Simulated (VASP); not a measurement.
# W: relaxed cell and band gap, by functional

W, Im-3m (no. 229), 1 atom in the cell.

| Functional | Volume (Å³/atom) | Change from the starting volume (fraction) | Gap, path and mesh (eV) | Time (s) |
|---|---|---|---|---|
| MS-B86bl | 15.80 | -0.003 | 0.00 | 142 |
| rMS-PBEl | 15.79 | -0.004 | 0.00 | 141 |
| rMS-B86bl | 15.81 | -0.003 | 0.00 | 139 |
| rSCAN-L | 16.11 | 0.017 | 0.00 | 106 |
| r2SCAN-L | 16.12 | 0.017 | 0.00 | 89 |

Limits: rows 4, 5: functionals of the density's Laplacian are noisy on the grid, so small differences in pressure and volume may be numerical.

## Input of the first row

INCAR.step1:
```
SYSTEM = W
ALGO     = Normal         ! electronic algorithm
EDIFF    = 1E-5           ! SCF threshold, eV
ENCUT    = 600            ! plane-wave cutoff, eV
GGA      = PE             ! functional
GGA_COMPAT= .FALSE.      
ISIF     = 2              ! what is computed and relaxed
ISMEAR   = 1              ! smearing method
KPAR     = 2            
LASPH    = .TRUE.         ! aspherical terms in the spheres
LCHARG   = .FALSE.        ! write CHGCAR
LREAL    = .FALSE.        ! projectors in reciprocal space
LWAVE    = .TRUE.         ! write WAVECAR
NELM     = 150            ! most SCF steps
PREC     = Accurate       ! precision mode
SIGMA    = 0.1            ! smearing width, eV
```

INCAR.step2, as INCAR.step1 but for:
```
- EDIFF = 1E-5
- GGA = PE
- ISIF = 2
- LWAVE = .TRUE.
+ EDIFF = 1E-7
+ EDIFFG = -0.005
+ IBRION = 2
+ ISIF = 3
+ ISTART = 1
+ LMIXTAU = .TRUE.
+ LWAVE = .FALSE.
+ METAGGA = MSB86BL
+ NSW = 60
```

INCAR.step3, as INCAR.step2 but for:
```
- ISTART = 1
- NSW = 60
+ NSW = 40
```

INCAR.step4, as INCAR.step3 but for:
```
- EDIFFG = -0.005
- IBRION = 2
- ISIF = 3
- NSW = 40
+ ISIF = 2
+ NBANDS = 13
```

KPOINTS:
```
k-points
0
Gamma
  12 12 12
```

KPOINTS_OPT:
```
path GHNGPH,PN
8
line-mode
reciprocal
 0.0000000000  0.0000000000  0.0000000000  G
 0.5000000000 -0.5000000000  0.5000000000  H

 0.5000000000 -0.5000000000  0.5000000000  H
 0.0000000000  0.0000000000  0.5000000000  N

 0.0000000000  0.0000000000  0.5000000000  N
 0.0000000000  0.0000000000  0.0000000000  G

 0.0000000000  0.0000000000  0.0000000000  G
 0.2500000000  0.2500000000  0.2500000000  P

 0.2500000000  0.2500000000  0.2500000000  P
 0.5000000000 -0.5000000000  0.5000000000  H

 0.2500000000  0.2500000000  0.2500000000  P
 0.0000000000  0.0000000000  0.5000000000  N
```

POSCAR.step1:
```
W
1.0
   -1.5823450000      1.5823450000      1.5823450000
    1.5823450000     -1.5823450000      1.5823450000
    1.5823450000      1.5823450000     -1.5823450000
W
1
Direct
    0.0000000000      0.0000000000      0.0000000000
```

Commands (each step's output is kept before the next begins):
```
cat potpaw_PBE.64/W_sv/POTCAR > POTCAR
cp INCAR.step1 INCAR
cp POSCAR.step1 POSCAR
mpirun -np 2 vasp_std > vasp.out
cp INCAR.step2 INCAR
mpirun -np 2 vasp_std > vasp.out
cp CONTCAR POSCAR
rm WAVECAR CHG
cp INCAR.step3 INCAR
mpirun -np 2 vasp_std > vasp.out
cp CONTCAR POSCAR
rm WAVECAR CHG
cp INCAR.step4 INCAR
mpirun -np 2 vasp_std > vasp.out
```

Changes of the last row against the first:
```
- METAGGA = MSB86BL
+ METAGGA = R2SCANL
```

VASP 6.6.1 took 142 s on 2 cores (Intel Xeon Platinum 8259CL @ 2.50GHz (Skylake/Cascade Lake)), a shared host.
